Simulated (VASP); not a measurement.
Here is a VASP 6.6.1 calculation.

File run.py:

```python
from ase.calculators.vasp import Vasp
from ase.dft.dos import DOS
from ase.io import read

atoms = read('POSCAR')
calc = Vasp(
    directory='calc',
    xc='r2scan',
    pp='PBE',
    setups='minimal',
    prec='Accurate',
    encut=500,
    ediff=1e-07,
    ismear=1,
    sigma=0.1,
    lreal=False,
    lasph=True,
    nelm=60,
    algo='Normal',
    isif=2,
    lwave=False,
    lcharg=False,
    lmaxmix=4,
    lmixtau=True,
    lorbit=10,
    kpts=[9, 9, 9],
    gamma=True,
)
atoms.calc = calc

print('energy (eV):', atoms.get_potential_energy())
print('free energy (eV):', atoms.get_potential_energy(force_consistent=True))
print('forces (eV/A):')
print(atoms.get_forces())
print('stress (eV/A^3, Voigt):', atoms.get_stress())
print('Fermi level (eV):', calc.get_fermi_level())
dos = DOS(calc, width=0.2, window=(-10, 10), npts=201)
print('E - E_F (eV), DOS (1/eV)')
for e, g in zip(dos.get_energies(), dos.get_dos()):
    print(f'{e:8.3f} {g:10.4f}')
```

POSCAR

```
Y
1.0
   -0.0428140000      2.5710750000      2.5513560000
    2.5214830000     -0.0371720000      2.5457140000
    2.4946920000      2.5386430000     -0.0103820000
Y
1
Direct
    0.0091470000     -0.0171050000      0.0075730000
```

Potentials or basis: VASP PAW PBE potentials, release 64 (Y_sv).

Run with:

```console
$ python run.py
```

Predict the pressure.

0.1 GPa.

What does it give for the band gap on the k mesh?

None (metal or under the smearing width).

States per cell in windows of 1 eV (zero at the Fermi level; states under -8 eV left out):
| from (eV) | total | Y1_d | Y1_p | Y1_s | Y1_f |
| --- | --- | --- | --- | --- | --- |
| -8.0 | 0.00 | 0.00 | 0.00 | 0.00 | 0.00 |
| -7.0 | 0.00 | 0.00 | 0.00 | 0.00 | 0.00 |
| -6.0 | 0.00 | 0.00 | 0.00 | 0.00 | 0.00 |
| -5.0 | 0.07 | 0.00 | 0.00 | 0.02 | 0.00 |
| -4.0 | 0.23 | 0.00 | 0.02 | 0.06 | 0.00 |
| -3.0 | 0.47 | 0.05 | 0.07 | 0.09 | 0.00 |
| -2.0 | 0.90 | 0.25 | 0.11 | 0.09 | 0.00 |
| -1.0 | 1.31 | 0.57 | 0.18 | 0.02 | 0.00 |
| 0.0 | 1.47 | 0.65 | 0.28 | 0.01 | 0.01 |
| 1.0 | 1.26 | 0.66 | 0.17 | 0.01 | 0.01 |
| 2.0 | 1.34 | 0.96 | 0.03 | 0.00 | 0.01 |
| 3.0 | 1.12 | 0.78 | 0.06 | 0.01 | 0.02 |
| 4.0 | 0.85 | 0.65 | 0.05 | 0.00 | 0.02 |
| 5.0 | 0.99 | 0.81 | 0.05 | 0.01 | 0.01 |
| 6.0 | 0.00 | 0.00 | 0.00 | 0.00 | 0.00 |
| 7.0 | 0.00 | 0.00 | 0.00 | 0.00 | 0.00 |

Caveat: the PAW data sets were made with another functional, which shifts forces and pressure a little.
